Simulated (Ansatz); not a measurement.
# Nb (Pm-3m) in Ansatz: equation of state

Aim: energy against volume of Nb in PBE, for its equilibrium volume and stiffness.

All numbers are computed with Ansatz 0.2.0; they aren't measurements. Logs are shortened: lines on timing, memory, paths and dates and some standing lists are left out, and cuts for length are marked.

## (1) The crystal as given

The structure is cubic, space group Pm-3m (No. 221). Conventional cell: a = 2.720 Å, b = 2.720 Å, c = 2.720 Å, α = 90.00°, β = 90.00°, γ = 90.00°. Nb (site symmetry m-3m) has 6 Nb at 2.72 Å as nearest neighbours.

The cell was built by a generator and needn't be a form met in nature.

## (2) Single point, PBE, 18.91 Å³/atom (volume scaled by 0.94)

input.yaml reads:

```yaml
crystal:
  lattice:
    - [2.6641215647, 0.0, 0.0]
    - [0.0, 2.6641215647, 0.0]
    - [0.0, 0.0, 2.6641215647]
  atoms:
    - { symbol: Nb, position: [0.5, 0.5, 0.5] }
hamiltonian:
  xc: pbe
  pseudopotentials: { kind: paw }
kpoints:
  mp_grid: { grid: [10, 10, 10] }
scf:
  occupations: { method: fermi_dirac, width: 0.05 }
output:
  forces: true
  stress: true
  eigenvalues: true
```

Potentials or basis: Ansatz PAW.

Started as:

```console
> ansatz run input.yaml --threads 2 --pin off --max-ram 5632MiB --backend cpu --events-out ev --progress --plain --runs-dir out
```

The log of the run:

```text
Warning: RAYON_NUM_THREADS=2 ignored (pool sized by the plan → 2); use --threads N
Engine: ansatz 0.2.0, aarch64-unknown-linux-gnu
Pseudopotentials: kind: paw
Pseudopotential: Nb, paw, valence charge 13, recommended cutoff 420 eV (normal), Nb.paw.azcp
Functional definition: PBE
  parameter kappa = 0.804
  parameter beta = 0.06672455060314922
  exchange = pbe_x(kappa = kappa, mu = beta*pi^2/3)
  correlation = pbe_c(beta = beta)
Crystal: 1 atoms, lattice volume = 18.909 Å³
Basis set: ecut = 420 eV, 365 PW (Γ), exchange–correlation on 36×36×36 points (8 copies of the dense FFT grid, shifted against one another)
Bands: 11, of which v1, the nominal top of the filled ones, is band 7 counted from 1 (6 counted from 0)
Symmetry: 48 space group operations
Space group: Pm-3m (ITA 221), of the structure as read, at distance tolerance 2.7e-5 Å
k-points: 56 of 1000
Non-local potential: Nb, projectors of the file, l = 0: 3, l = 1: 2, l = 2: 2, l = 3: 1
PAW form: soft (Blöchl's): semilocal exchange-correlation on the pseudo side does not see the compensation charge
PAW one-centre angular grid: Nb, 590 points (default); XC on 64 Gauss nodes
Initial density: superposition of atomic densities (neutral atoms: chi_scale 0, normalization atom), corrected by the library's trained network
Initial wavefunctions: pseudopotential atomic-orbital guess
Functional: x = pbe(κ = 0.804, μ = 0.2195149727645171), c = pbe(β = 0.06672455060314922)
SCF iter   1: F=—  HF=-4551.227249 eV  |F-HF|=—  |Δ(HF+E_count)|=         —  Δρ=2.66e-3  dr2=4.15e-4  ethr=1.77e-3  ⟨swp⟩=5.2  Hψ=3638  notcnv=0
preconditioner: auto → none  [metal: Δε(μ)=0.041 eV  Ē_g=7.098 eV  σ=0.050 eV  W_gap=0.20  n_scr=6 (ndim 8)  ℏωp=19.1 eV  f_vac=0.000  D(μ)=2.46/eV (n_scr^D=32)  sad-step TF]
SCF iter   2: F=—  HF=-4551.227369 eV  |F-HF|=—  |Δ(HF+E_count)|=   1.20e-4  Δρ=1.60e-3  dr2=1.56e-4  ethr=3.19e-6  ⟨swp⟩=2.7  Hψ=1385  notcnv=0
SCF iter   3: F=—  HF=-4551.227464 eV  |F-HF|=—  |Δ(HF+E_count)|=   9.44e-5  Δρ=1.75e-4  dr2=1.62e-6  ethr=1.20e-6  ⟨swp⟩=2.6  Hψ=922  notcnv=0
SCF iter   4: F=—  HF=-4551.227498 eV  |F-HF|=—  |Δ(HF+E_count)|=   3.48e-5  Δρ=3.69e-5  dr2=8.26e-8  ethr=1.24e-8  ⟨swp⟩=1.4  Hψ=702  notcnv=0
iter 5 did not close the SCF: its close was put off for the readings that it lacked (scf_convergence_deferred on its scf_iter line)
SCF iter   5: F=-4551.227499 eV  HF=-4551.227499 eV  |F-HF|=4.50e-10  |Δ(HF+E_count)|=   6.57e-8  Δρ=2.37e-6  dr2=4.92e-10  ethr=6.35e-10  ⟨swp⟩=2.1  Hψ=825  notcnv=0
SCF iter   6: F=-4551.227499 eV  HF=-4551.227499 eV  |F-HF|=3.55e-11  |Δ(HF+E_count)|=  5.93e-10  Δρ=9.73e-7  dr2=5.89e-11  ethr=3.78e-12  ⟨swp⟩=1.6  Hψ=1882  notcnv=0
SCF 1 converged in 6 iterations: F = -4551.227499 eV  dr2 = 5.89e-11
SCF converged after 6 iterations
Free energy (F): -4551.227499 eV
Harris-Foulkes:  -4551.227499 eV  (|F-HF|=3.55e-11)
Internal energy: -4551.208798 eV  (E = F + TS)
E sigma→0 (E₀):  -4551.218148 eV
Entropy (-TS):   -0.018701 eV (-18.701 meV/atom)
Fermi energy:    16.864412 eV
--- Per-component energies (eV) ---
  E_band       = -81.152045
  E_kinetic    = 397.101244
  E_local      = -770.788793  (includes V_loc(G=0)·N_el)
  E_nonlocal   = 121.989772
  E_hartree    = 246.217847
  E_xc         = -175.727693
  E_vxc        = -213.236722  (∫ρ·V_xc dr)
  E_paw        = -3074.137427  (= ΣΔE_a)
  E_vpaw       = -108.653119  (= ΣTr[D̂ρ^β])
  E_aug_tail   = 0.000007  (compensation charges beyond the density's cutoff)
  E_ewald      = -1295.863755
  E_smearing   = -0.018701  (= −TS)
  E_closure    = -0.000000  (closes the sum)
  Σ components = -4551.227499   (vs F -4551.227499, Δ=0.00e0)
--- Forces (eV/Å), atoms counted from 1 ---
  atom   1  Nb    -0.00000000    -0.00000000    -0.00000000
  max |Σ_I F_I| component: 2.10e-30 eV/Å
--- Stress (GPa, compression-positive) ---
        9.136968      -0.000000       0.000000
        0.000000       9.136968       0.000000
        0.000000       0.000000       9.136968
  P = ⅓ Tr σ = 9.1370 GPa (91.370 kbar)
--- Band table (eV; the first three rows and the last of 56) ---
  k-point 0: bands = ["-37.7255", "-12.8876", "-12.8876", "-12.8876", "11.2161", "13.8765", "13.8765", "22.3732", "22.3732", "22.3732", "32.0104"]
  k-point 1: bands = ["-37.7037", "-13.0664", "-12.8724", "-12.8724", "11.5129", "13.9580", "14.2322", "21.8945", "21.8945", "22.4071", "30.7141"]
  k-point 2: bands = ["-37.6459", "-13.5175", "-12.8323", "-12.8323", "12.2401", "14.1803", "15.2627", "20.8493", "20.8493", "22.4973", "28.5583"]
  k-point 55: bands = ["-37.0475", "-14.1089", "-14.1089", "-14.1089", "14.1657", "14.1657", "14.1657", "24.2074", "24.9821", "24.9821", "30.0418"]
```

Run time: 0.51 s. Hardware: 2 threads of Arm Neoverse V1, shared host; peak memory 0.26 GiB.

What came out:

* Free energy: -4551.2275 eV
* Pressure: 9.1 GPa
* Band gap on the k mesh: none (metal or under the smearing width)

## (3) Single point, PBE, 19.31 Å³/atom (volume scaled by 0.96)

input.yaml: that of step 2 with these lines changed.

```diff
@@ -2,5 +2,5 @@
   lattice:
-    - [2.6641215647, 0.0, 0.0]
-    - [0.0, 2.6641215647, 0.0]
-    - [0.0, 0.0, 2.6641215647]
+    - [2.6828836023, 0.0, 0.0]
+    - [0.0, 2.6828836023, 0.0]
+    - [0.0, 0.0, 2.6828836023]
   atoms:
```

Potentials or basis: Ansatz PAW.

Started as:

```console
> ansatz run input.yaml --threads 2 --pin off --max-ram 5632MiB --backend cpu --events-out ev --progress --plain --runs-dir out
```

Run time: 0.52 s. Hardware: 2 threads of Arm Neoverse V1, shared host; peak memory 0.26 GiB.

Results (log left out):

```yaml
Free_energy: -4551.2464 eV
Pressure: 6.0 GPa
Band_gap_on_the_k_mesh: none (metal or under the smearing width)
```

## (4) Single point, PBE, 19.71 Å³/atom (volume scaled by 0.98)

input.yaml: that of step 3 with these lines changed.

```diff
@@ -2,5 +2,5 @@
   lattice:
-    - [2.6828836023, 0.0, 0.0]
-    - [0.0, 2.6828836023, 0.0]
-    - [0.0, 0.0, 2.6828836023]
+    - [2.7013868326, 0.0, 0.0]
+    - [0.0, 2.7013868326, 0.0]
+    - [0.0, 0.0, 2.7013868326]
   atoms:
```

Started as:

```console
> ansatz run input.yaml --threads 2 --pin off --max-ram 5632MiB --backend cpu --events-out ev --progress --plain --runs-dir out
```

It took 0.53 s on 2 threads of Arm Neoverse V1, shared host; peak memory 0.26 GiB.

It converged, with:

* Free energy: -4551.2577 eV
* Pressure: 3.1 GPa
* Band gap on the k mesh: none (metal or under the smearing width)

## (5) Single point, PBE, 20.12 Å³/atom

input.yaml: that of step 4 with these lines changed.

```diff
@@ -2,5 +2,5 @@
   lattice:
-    - [2.7013868326, 0.0, 0.0]
-    - [0.0, 2.7013868326, 0.0]
-    - [0.0, 0.0, 2.7013868326]
+    - [2.71964, 0.0, 0.0]
+    - [0.0, 2.71964, 0.0]
+    - [0.0, 0.0, 2.71964]
   atoms:
```

Started as:

```console
> ansatz run input.yaml --threads 2 --pin off --max-ram 5632MiB --backend cpu --events-out ev --progress --plain --runs-dir out
```

It took 0.54 s on 2 threads of Arm Neoverse V1, shared host; peak memory 0.26 GiB.

The run converged. Its results:

```yaml
Free_energy: -4551.2622 eV
Pressure: 0.5 GPa
Band_gap_on_the_k_mesh: none (metal or under the smearing width)
```

## (6) Single point, PBE, 20.52 Å³/atom (volume scaled by 1.02)

input.yaml: that of step 5 with these lines changed.

```diff
@@ -2,5 +2,5 @@
   lattice:
-    - [2.71964, 0.0, 0.0]
-    - [0.0, 2.71964, 0.0]
-    - [0.0, 0.0, 2.71964]
+    - [2.7376513858, 0.0, 0.0]
+    - [0.0, 2.7376513858, 0.0]
+    - [0.0, 0.0, 2.7376513858]
   atoms:
```

Potentials or basis: Ansatz PAW.

Started as:

```console
> ansatz run input.yaml --threads 2 --pin off --max-ram 5632MiB --backend cpu --events-out ev --progress --plain --runs-dir out
```

It took 0.53 s on 2 threads of Arm Neoverse V1, shared host; peak memory 0.26 GiB.

The run converged. Its results:

- Free energy: -4551.2605 eV
- Pressure: -1.8 GPa
- Band gap on the k mesh: none (metal or under the smearing width)

## (7) Single point, PBE, 20.92 Å³/atom (volume scaled by 1.04)

input.yaml: that of step 6 with these lines changed.

```diff
@@ -2,5 +2,5 @@
   lattice:
-    - [2.7376513858, 0.0, 0.0]
-    - [0.0, 2.7376513858, 0.0]
-    - [0.0, 0.0, 2.7376513858]
+    - [2.755428841, 0.0, 0.0]
+    - [0.0, 2.755428841, 0.0]
+    - [0.0, 0.0, 2.755428841]
   atoms:
@@ -18 +18,5 @@
   eigenvalues: true
+  write_density: true
+  write_potential: true
+  elf: true
+  volumetric_format: npy
```

Started as:

```console
> ansatz run input.yaml --threads 2 --pin off --max-ram 5632MiB --backend cpu --events-out ev --progress --plain --runs-dir out
```

It took 0.7 s on 2 threads of Arm Neoverse V1, shared host; peak memory 0.27 GiB.

Results (log left out):

| Item | Value |
| --- | --- |
| Free energy | -4551.2531 eV |
| Pressure | -4.0 GPa |
| Band gap on the k mesh | none (metal or under the smearing width) |

## (8) Single point, PBE, 21.32 Å³/atom (volume scaled by 1.06)

input.yaml reads:

```yaml
crystal:
  lattice:
    - [2.7729798164, 0.0, 0.0]
    - [0.0, 2.7729798164, 0.0]
    - [0.0, 0.0, 2.7729798164]
  atoms:
    - { symbol: Nb, position: [0.5, 0.5, 0.5] }
hamiltonian:
  xc: pbe
  pseudopotentials: { kind: paw }
kpoints:
  mp_grid: { grid: [10, 10, 10] }
scf:
  occupations: { method: fermi_dirac, width: 0.05 }
output:
  forces: true
  stress: true
  eigenvalues: true
```

Started as:

```console
> ansatz run input.yaml --threads 2 --pin off --max-ram 5632MiB --backend cpu --events-out ev --progress --plain --runs-dir out
```

Wall time 0.53 s (2 threads of Arm Neoverse V1, shared host); peak memory 0.26 GiB.

Results (log left out):

```yaml
Free_energy: -4551.2405 eV
Pressure: -6.0 GPa
Band_gap_on_the_k_mesh: none (metal or under the smearing width)
```

## (9) Equation of state, PBE

Potentials or basis: Ansatz PAW.

No new run: the results of the series are fitted here.

What came out:

* Equilibrium volume: 20.20 Å³/atom
* Bulk modulus: 122 GPa
* Pressure derivative of the bulk modulus: 3.7

Energy against volume, from the lowest point:
```csv
volume (Å³/atom),energy (meV/atom)
18.909,34.72
19.311,15.83
19.713,4.50
20.116,0.00
20.518,1.71
20.920,9.10
21.323,21.69
```
